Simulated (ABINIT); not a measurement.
# CdTe (F-43m) in ABINIT: a series of runs

One crystal, CdTe, is run at these levels: LDA; tasks: single point, relaxation of cell and atoms.

All numbers are computed with ABINIT 10.8.3 (patched build); they aren't measurements. Logs are shortened: lines on timing, memory, paths and dates and some standing lists are left out, and cuts for length are marked. The log counts tension as positive stress, the text compression.

**The experiment to reproduce.**

From a printed reference work, data compilation, for a bulk crystal of CdTe at 0 K: band gap 1.607 eV.

How close the calculation comes is told below.

### 1 The crystal as given

The structure is cubic, space group F-43m (No. 216). Conventional cell: a = 6.410 Å, b = 6.410 Å, c = 6.410 Å, α = 90.00°, β = 90.00°, γ = 90.00°. Around Te (site symmetry -43m) lie 4 Cd at 2.78 Å. Cd (site symmetry -43m) has 4 Te at 2.78 Å as nearest neighbours.

### 2 Single point, LDA

Contents of run.abi:

```
pp_dirpath "./"
pseudos "Te.LDA_PW-JTH.xml, Cd.LDA_PW-JTH.xml"

acell 8.5652865883 8.5652865883 8.5652865883
rprim
     0.0000000000     0.7071067812     0.7071067812
     0.7071067812     0.0000000000     0.7071067812
     0.7071067812     0.7071067812     0.0000000000
ntypat 2
znucl 52 48
natom 2
typat 1 2
xcart
     4.8075000000     4.8075000000     4.8075000000
     0.0000000000     0.0000000000     0.0000000000 Angstrom

ecut 12.0
pawecutdg 24.0

kptopt 1
ngkpt 5 5 5
nshiftk 1
shiftk 0.0 0.0 0.0

ixc 7

nband 13
occopt 3
tsmear 0.05 eV

nstep 100
tolvrs 1.0e-9

iomode 3
prtwf 0
prtden 0
prteig 0
prtebands 0
enunit 1
```

Potentials or basis: JTH PAW LDA v2.0.

Run with:

```console
$ abinit run.abi > log 2>&1
```

run.abo:

```text
.Version 10.8.3 of ABINIT
 Symmetries : space group F-4 3 m (#216); Bravais cF (face-center cubic)
================================================================================
 Values of the parameters that define the memory need of the present run
     intxc =       0    ionmov =       0      iscf =      17    lmnmax =      18
     lnmax =       6     mgfft =      30  mpssoang =       3    mqgrid =    3001
     natom =       2  nloc_mem =       2    nspden =       1   nspinor =       1
    nsppol =       1      nsym =      24    n1xccc =       1    ntypat =       2
    occopt =       3   xclevel =       1
       mpw =         899          nfft =       27000          nkpt =          10
 PAW method is used; the additional fine FFT grid is defined by:
   mgfftf=        40    nfftf =     64000
================================================================================
================================================================================

--------------------------------------------------------------------------------
------------- Echo of variables that govern the present computation ------------
--------------------------------------------------------------------------------
 -outvars: echo values of preprocessed input variables --------
            acell      8.5652865883E+00  8.5652865883E+00  8.5652865883E+00 Bohr
              amu      1.27600000E+02  1.12411000E+02
             ecut      1.20000000E+01 Hartree
           enunit           1
              ixc           7
         kptrlatt        5    0    0      0    5    0      0    0    5
          kptrlen      4.28264329E+01
            natom           2
            nband          13
            ngfft          30      30      30
          ngfftdg          40      40      40
             nkpt          10
            nstep         100
             nsym          24
           ntypat           2
           occopt           3
        pawecutdg      2.40000000E+01 Hartree
           prtden           0
        prtebands           0
           prteig           0
            prtwf           0
            rprim      0.0000000000E+00  7.0710678120E-01  7.0710678120E-01
                       7.0710678120E-01  0.0000000000E+00  7.0710678120E-01
                       7.0710678120E-01  7.0710678120E-01  0.0000000000E+00
          spgroup         216
           tolvrs      1.00000000E-09
           tsmear      1.83746611E-03 Hartree
            typat      1  2
           useylm           1
           xangst      4.8075000000E+00  4.8075000000E+00  4.8075000000E+00
                       3.1957815106E-09  3.1957815106E-09  3.1957815106E-09
            xcart      9.0848583503E+00  9.0848583503E+00  9.0848583503E+00
                       6.0391518133E-09  6.0391518133E-09  6.0391518133E-09
             xred      7.5000000050E-01  7.5000000050E-01  7.5000000050E-01
                       4.9856185846E-10  4.9856185846E-10  4.9856185846E-10
            znucl       52.00000   48.00000

================================================================================

 chkinp: Checking input parameters for consistency.

================================================================================
== DATASET  1 ==================================================================

--- !DatasetInfo
iteration_state: {dtset: 1, }
dimensions: {natom: 2, nkpt: 10, mband: 13, nsppol: 1, nspinor: 1, nspden: 1, mpw: 899, }
cutoff_energies: {ecut:  12.0, pawecutdg:  24.0, }
electrons: {nelect:   1.80000000E+01, charge:   0.00000000E+00, occopt:   3.00000000E+00, tsmear:   1.83746611E-03, }
meta: {optdriver: 0, ionmov: 0, optcell: 0, iscf: 17, paral_kgb: 0, }
...

 Exchange-correlation functional for the present dataset will be:
  LDA: Perdew-Wang 92 LSD fit to Ceperley-Alder data - ixc=7
  J.P.Perdew and Y.Wang, PRB 45, 13244 (1992)

 Real(R)+Recip(G) space primitive vectors, cartesian coordinates (Bohr,Bohr^-1):
 R(1)=  0.0000000  6.0565722  6.0565722  G(1)= -0.0825549  0.0825549  0.0825549
 R(2)=  6.0565722  0.0000000  6.0565722  G(2)=  0.0825549 -0.0825549  0.0825549
 R(3)=  6.0565722  6.0565722  0.0000000  G(3)=  0.0825549  0.0825549 -0.0825549
 Unit cell volume ucvol=  4.4433518E+02 bohr^3
 Angles (23,13,12)=  6.00000000E+01  6.00000000E+01  6.00000000E+01 degrees

 Coarse grid specifications (used for wave-functions):

 getcut: wavevector=  0.0000  0.0000  0.0000  ngfft=  30  30  30
         ecut(hartree)=     12.000   => boxcut(ratio)=   2.24857

 getcut : COMMENT -
  Note that boxcut > 2.2 ; recall that boxcut=Gcut(box)/Gcut(sphere) = 2
  is sufficient for exact treatment of convolution.
  Such a large boxcut is a waste : you could raise ecut
  e.g. ecut=   15.168146 Hartrees makes boxcut=2

[... 40 lines left out ...]
 ETOT  7  -56.130871824073    -9.999E-06 1.757E-03 5.094E-06
 ETOT  8  -56.130875748571    -3.924E-06 9.331E-04 9.771E-07
 ETOT  9  -56.130877414381    -1.666E-06 8.437E-04 4.739E-07
 ETOT 10  -56.130878128400    -7.140E-07 4.382E-04 4.544E-08
 ETOT 11  -56.130878443504    -3.151E-07 4.116E-04 1.236E-07
 ETOT 12  -56.130878584443    -1.409E-07 2.009E-04 2.497E-09
 ETOT 13  -56.130878648635    -6.419E-08 2.296E-04 2.250E-08
 ETOT 14  -56.130878678175    -2.954E-08 1.016E-04 7.059E-10

 At SCF step   14       nres2   =  7.06E-10 < tolvrs=  1.00E-09 =>converged.

 Cartesian components of stress tensor (hartree/bohr^3)
  sigma(1 1)=  9.34802564E-05  sigma(3 2)=  0.00000000E+00
  sigma(2 2)=  9.34802564E-05  sigma(3 1)=  0.00000000E+00
  sigma(3 3)=  9.34802564E-05  sigma(2 1)=  0.00000000E+00

--- !ResultsGS
iteration_state: {dtset: 1, }
comment   : Summary of ground state results
lattice_vectors:
- [  0.0000000,   6.0565722,   6.0565722, ]
- [  6.0565722,   0.0000000,   6.0565722, ]
- [  6.0565722,   6.0565722,   0.0000000, ]
lattice_lengths: [   8.56529,    8.56529,    8.56529, ]
lattice_angles: [ 60.000,  60.000,  60.000, ] # degrees, (23, 13, 12)
lattice_volume:   4.4433518E+02
convergence: {deltae: -2.954E-08, res2:  7.059E-10, residm:  1.016E-04, diffor: null, }
etotal    :  -5.61308787E+01
entropy   :   0.00000000E+00
fermie    :  -8.81142741E-02
cartesian_stress_tensor: # hartree/bohr^3
- [  9.34802564E-05,   0.00000000E+00,   0.00000000E+00, ]
- [  0.00000000E+00,   9.34802564E-05,   0.00000000E+00, ]
- [  0.00000000E+00,   0.00000000E+00,   9.34802564E-05, ]
pressure_GPa:  -2.7503E+00
xred      :
- [  7.5000E-01,   7.5000E-01,   7.5000E-01, Te]
- [  4.9856E-10,   4.9856E-10,   4.9856E-10, Cd]
cartesian_forces: # hartree/bohr
- [ -2.77863980E-29,  -1.66718388E-29,   6.11300756E-29, ]
- [  2.77863980E-29,   1.66718388E-29,  -6.11300756E-29, ]
force_length_stats: {min:   6.91875730E-29, max:   6.91875730E-29, mean:   6.91875730E-29, }
...

 Integrated electronic density in atomic spheres:
 ------------------------------------------------
 Atom  Sphere_radius  Integrated_density
    1        2.31107          3.18201816
    2        2.50234         10.49347978

================================================================================

 ----iterations are completed or convergence reached----

 Mean square residual over all n,k,spin=   23.215E-07; max=  10.164E-05
 reduced coordinates (array xred) for    2 atoms
       0.750000000499      0.750000000499      0.750000000499
       0.000000000499      0.000000000499      0.000000000499
 rms dE/dt=  2.7482E-28; max dE/dt=  4.0390E-28; dE/dt below (all hartree)
    1      -0.000000000000     -0.000000000000      0.000000000000
    2       0.000000000000      0.000000000000     -0.000000000000

 cartesian coordinates (angstrom) at end:
    1      4.80750000000000     4.80750000000000     4.80750000000000
    2      0.00000000319578     0.00000000319578     0.00000000319578

 cartesian forces (hartree/bohr) at end:
    1     -0.00000000000000    -0.00000000000000     0.00000000000000
    2      0.00000000000000     0.00000000000000    -0.00000000000000
 frms,max,avg= 3.9945464E-29 6.1130076E-29   0.000E+00  0.000E+00  0.000E+00 h/b

 cartesian forces (eV/Angstrom) at end:
    1     -0.00000000000000    -0.00000000000000     0.00000000000000
    2      0.00000000000000     0.00000000000000    -0.00000000000000
 frms,max,avg= 2.0540783E-27 3.1434349E-27   0.000E+00  0.000E+00  0.000E+00 e/A
 length scales=  8.565286588300  8.565286588300  8.565286588300 bohr
              =  4.532554464307  4.532554464307  4.532554464307 angstroms
 Fermi (or HOMO) energy (eV) =  -2.39771   Average Vxc (eV)=  -8.87102
 Eigenvalues (   eV  ) for nkpt=  10  k points:
 kpt#   1, nband= 13, wtk=  0.00800, kpt=  0.0000  0.0000  0.0000 (reduced coord)
 -14.20346  -11.13003  -11.13003  -11.13003  -10.83787  -10.83787   -2.72984   -2.72984
  -2.72984   -2.12097    1.79311    1.79311    1.79313
 prteigrs : prtvol=0 or 1, do not print more k-points.

--- !EnergyTerms
iteration_state     : {dtset: 1, }
comment             : Components of total free energy in Hartree
kinetic             :  1.53124691042681E+01
hartree             :  1.55445902095093E+01
xc                  : -7.30387342401997E+00
Ewald energy        : -3.88319464119101E+01
psp_core            :  5.42294985425077E+00
local_psp           : -4.58902317128586E+01
PAW spherical_terms : -3.84842231006196E-01
internal            : -5.61308846117667E+01
'-kT*entropy'       : -1.64412640323054E-06
total_energy        : -5.61308862558931E+01
total_energy_eV     : -1.52739922623833E+03
...

--- !EnergyTermsDC
iteration_state     : {dtset: 1, }
comment             : '"Double-counting" decomposition of free energy'
band_energy         : -6.11937916736723E+00
Ewald energy        : -3.88319464119101E+01
psp_core            :  5.42294985425077E+00
xc_dc               : -1.58732259206005E+01
PAW spherical_terms : -7.29275388421875E-01
internal            : -5.61308770340489E+01
'-kT*entropy'       : -1.64412640323054E-06
total_energy_dc     : -5.61308786781753E+01
total_energy_dc_eV  : -1.52739902003813E+03
...

--- !EnergyTermsWithPAWCore
iteration_state     : {dtset: 1, }
comment             : 'Components of total free energy, including PAW core contributions'
Total energy        : -1.23786738355674E+04
Total energy DC     : -1.23786738279897E+04
Total energy (eV)   : -3.36840874952643E+05
Total energy DC (eV): -3.36840874746443E+05
...

 Cartesian components of stress tensor (hartree/bohr^3)
  sigma(1 1)=  9.34802564E-05  sigma(3 2)=  0.00000000E+00
  sigma(2 2)=  9.34802564E-05  sigma(3 1)=  0.00000000E+00
  sigma(3 3)=  9.34802564E-05  sigma(2 1)=  0.00000000E+00

-Cartesian components of stress tensor (GPa)         [Pressure= -2.7503E+00 GPa]
- sigma(1 1)=  2.75028410E+00  sigma(3 2)=  0.00000000E+00
- sigma(2 2)=  2.75028410E+00  sigma(3 1)=  0.00000000E+00
- sigma(3 3)=  2.75028410E+00  sigma(2 1)=  0.00000000E+00

== END DATASET(S) ==============================================================
================================================================================

 -outvars: echo values of variables after computation  --------
            acell      8.5652865883E+00  8.5652865883E+00  8.5652865883E+00 Bohr
           etotal     -5.6130878678E+01
            fcart     -2.7786397994E-29 -1.6671838796E-29  6.1130075586E-29
                       2.7786397994E-29  1.6671838796E-29 -6.1130075586E-29
            rprim      0.0000000000E+00  7.0710678120E-01  7.0710678120E-01
                       7.0710678120E-01  0.0000000000E+00  7.0710678120E-01
                       7.0710678120E-01  7.0710678120E-01  0.0000000000E+00
           strten      9.3480256413E-05  9.3480256413E-05  9.3480256413E-05
                       0.0000000000E+00  0.0000000000E+00  0.0000000000E+00
           xangst      4.8075000000E+00  4.8075000000E+00  4.8075000000E+00
                       3.1957815106E-09  3.1957815106E-09  3.1957815106E-09
             xred      7.5000000050E-01  7.5000000050E-01  7.5000000050E-01
                       4.9856185846E-10  4.9856185846E-10  4.9856185846E-10
 Calculation completed.
```

Wall time 6.4 s (1 thread of Arm Neoverse V1, shared host); peak memory 0.08 GiB.

Results:

```
Free energy                                           : -1527.3990 eV
Band gap on the k mesh                                : 0.61 eV, direct
Valence electrons inside the program's atomic spheres : Te 3.18; Cd 10.49
```

Caveat: the cutoff is too short for stress, so the log's stress isn't used; spin-orbit coupling is left out, which moves the levels of the heavy elements.

(Continued in part 2 of 2.)
